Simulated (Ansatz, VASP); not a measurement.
ZrB2 in VASP and in Ansatz

```
CELL_PARAMETERS angstrom
3.13357 0.00000 0.00000
-1.56678 2.71375 0.00000
0.00000 0.00000 3.48731
ATOMIC_POSITIONS crystal
Zr 0.00000 0.00000 0.00000
B 0.33333 0.66667 0.50000
B 0.66667 0.33333 0.50000
```

Alike in both runs: functional LDA; k mesh 15 × 15 × 10; occupations gaussian, width 0.1 eV; no spin polarisation.

Ansatz relaxed the structure, and its values are those at the end. VASP's run is a single point on that final structure, the one shown.

```csv
,VASP,Ansatz
version,VASP 6.6.1,Ansatz 0.2.0
potentials or method,"VASP PAW LDA potentials, release 64 (Zr_sv, B)","scalar-relativistic, plane waves, PAW"
plane-wave cutoff (eV),520,600
valence electrons in the cell,18,18
```

VASP gave:

| Item | Value |
| --- | --- |
| gap on the k mesh at the Fermi level (eV) | none |
| pressure (GPa) | 0.5 |

Q: Estimate Ansatz's values.

A: gap on the k mesh at the Fermi level (eV): none; pressure (GPa): 0.0.

A gap of «none» marks a metal or a gap that the smearing closes. Ansatz warned: «pseudo_functional_mismatch».
